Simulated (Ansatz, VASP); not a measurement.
# Cs: VASP beside Ansatz

```
Cs
1.0
    -0.08302    3.90916    3.94833
     3.89277   -0.06126    3.92656
     3.90271    3.89733   -0.07120
Cs
1
Direct
  0.00376 0.01010 0.99593
```

Change from the starting cell: cell strained at random at fixed volume.

Alike in both runs: task single point; functional PBEsol; k mesh 6 × 6 × 6; occupations fermi-dirac, width 0.05 eV; no spin polarisation.

```csv
,VASP,Ansatz
version,VASP 6.6.1,Ansatz 0.2.0
potentials or method,"VASP PAW PBE potentials, release 64 (Cs_sv), cutoff 520 eV","all-electron LAPW, scalar-relativistic"
```

```csv
,VASP,Ansatz,Ansatz less VASP
gap on the k mesh at the Fermi level (eV),none,none,-
pressure (GPa),-0.2,-0.2,+0.01
```

A gap of «none» marks a metal or a gap that the smearing closes. Ansatz ran all-electron here, so the differences hold the error of VASP's frozen core and of both bases.

Caveats: the PAW data sets were made with another functional, which shifts forces and pressure a little (VASP). Spin-orbit coupling is left out, which matters for the levels of Cs.
